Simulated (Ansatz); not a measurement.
## Mg: energy change per atom and pressure against volume scale

Results calculated with Ansatz 0.2.0, not measured. Plane-wave DFT, scalar-relativistic PAW made under PBE with cores redone for the functional, no dispersion; the given relaxed cell is scaled uniformly, energy at zero smearing counts from the unscaled cell, pressure at the given Fermi-Dirac smearing is positive in compression.

The cell before it is scaled or strained (space group Im-3m, No. 229):
```
cell vectors (Å)
  -1.8057     1.8057     1.8057
   1.8057    -1.8057     1.8057
   1.8057     1.8057    -1.8057
atoms (fractions of the cell vectors)
Mg  0.00000  0.00000  0.00000
```

Settings of every row: spin polarised no; functional revPBE; wave cutoff 420 eV; smearing width 0.1 eV; k mesh 14x14x14.

Atom starting moment: 0 on all atoms.

Limits: the cell comes from a prototype or a list of computed structures and needn't be the stable phase.

| row | volume scale | V (Å³/atom) | energy change per atom (meV) | pressure (GPa) |
| --- | --- | --- | --- | --- |
| 1 | 0.88 | 20.724 | 44.07 | 5.59 |
| 2 | 0.92 | 21.666 | ? | ? |
| 3 | 0.96 | 22.608 | 4.18 | 1.52 |
| 4 | 1.04 | 24.492 | 3.83 | -1.2 |
| 5 | 1.08 | 25.434 | 14.19 | -2.2 |
| 6 | 1.12 | 26.376 | 29.88 | -3.02 |

Question: what energy change per atom and pressure should row 2 give?

Worked fit of energy change per atom. Take u = (V_r/V)^(2/3) − 1 with V_r = 24.492 Å³ an atom, which is twice the finite (Eulerian) strain; such expansions in the strain, on which the Birch-Murnaghan equation of state is built, carry the rest volume and the bulk modulus. The shown rows have u = 0.11781, 0.05481, 0, -0.02485, -0.0482. Least squares give energy change per atom = 3.823 − 284.61 × u + 5315.35 × u² meV; a straight line predicts inner rows, each left out in turn, worse (root mean square 18 against 0.02 meV). The rows lie off it by 0.00, -0.01, 0.01, 0.01, -0.01. Its lowest point lies at u = 0.0268, or V = 23.54 Å³ an atom, and the curvature there gives the bulk modulus at fixed shape and fractions, B = (4/9)(1 + u)² E″(u)/V = 33.9 GPa. The withheld row has u = 0.08517, so the fit gives 3.823 − 284.61 × (0.08517) + 5315.35 × (0.08517)² = 18.14 meV.

The calculation gave 18.14 meV. The fit meets it to the printed digit.

Worked fit of pressure. Take u = (V_r/V)^(2/3) − 1 with V_r = 24.492 Å³ an atom, which is twice the finite (Eulerian) strain; such expansions in the strain, on which the Birch-Murnaghan equation of state is built, carry the rest volume and the bulk modulus. The shown rows have u = 0.11781, 0.05481, 0, -0.02485, -0.0482. Least squares give pressure = −1.208 + 43.293 × u + 122.07 × u² GPa; a straight line predicts inner rows, each left out in turn, worse (root mean square 0.41 against 0.019 GPa). The rows lie off it by 0.00, -0.01, 0.01, 0.01, -0.01. The pressure vanishes at u = 0.0260, or V = 23.57 Å³ an atom, and there the bulk modulus at fixed shape and fractions is B = −V dP/dV = (2/3)(1 + u) dP/du = 34 GPa. The withheld row has u = 0.08517, so the fit gives −1.208 + 43.293 × (0.08517) + 122.07 × (0.08517)² = 3.36 GPa.

The calculation gave 3.35 GPa. The fit lies 0.01 GPa (0.12 % of the column's range) above it, one unit of the last digit.
